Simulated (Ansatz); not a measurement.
**TiAl under changes of volume**

One of the cells (16.653 Å³/atom); the others are scaled copies at fixed shape and fractional positions:

```
Ti Al
1.0
     2.86726    0.00000    0.00000
    -1.43363    2.48312    0.00000
     0.00000    0.00000    4.67808
Ti Al
1 1
Direct
  0.00000 0.00000 0.00000
  0.33333 0.66667 0.50000
```

The cell comes from a database or a generator and needn't be the stable form of this composition.

| Item | Value |
| --- | --- |
| Program | Ansatz 0.2.0 |
| Functional | PBE |
| Potentials or basis | Ansatz PAW |
| Cutoff | 420 eV (not typed: the program's choice for these potentials) |
| k mesh | 11 × 11 × 6 |
| Occupations | fermi-dirac, width 0.05 eV |
| Spin | no spin polarisation |

| volume (Å³/atom) | energy over the lowest point (meV/atom) | pressure (GPa) |
| --- | --- | --- |
| 15.654 | ? | ? |
| 15.987 | 10.29 | 5.0 |
| 16.320 | 2.71 | 2.5 |
| 16.653 | 0.00 | 0.3 |
| 16.986 | 1.72 | -1.8 |
| 17.320 | 7.45 | -3.6 |
| 17.653 | 16.84 | -5.3 |

What does the run at 15.654 Å³/atom give?

Energy over the lowest point 23.22 meV/atom; pressure 7.7 GPa.

Worked out: A Birch-Murnaghan fit of order 3 (a polynomial in V^(-2/3)) to the other rows has its minimum at 16.69 Å³/atom with B0 = V·E''(V) = 105 GPa and B' = 3.8 at fixed shape and positions, which overstates the stiffness. It gives 23.23 meV/atom at 15.654 Å³/atom, against the run's 23.22, and -dE/dV = 7.6 GPa, against 7.7.

Energies are extrapolated to zero smearing.
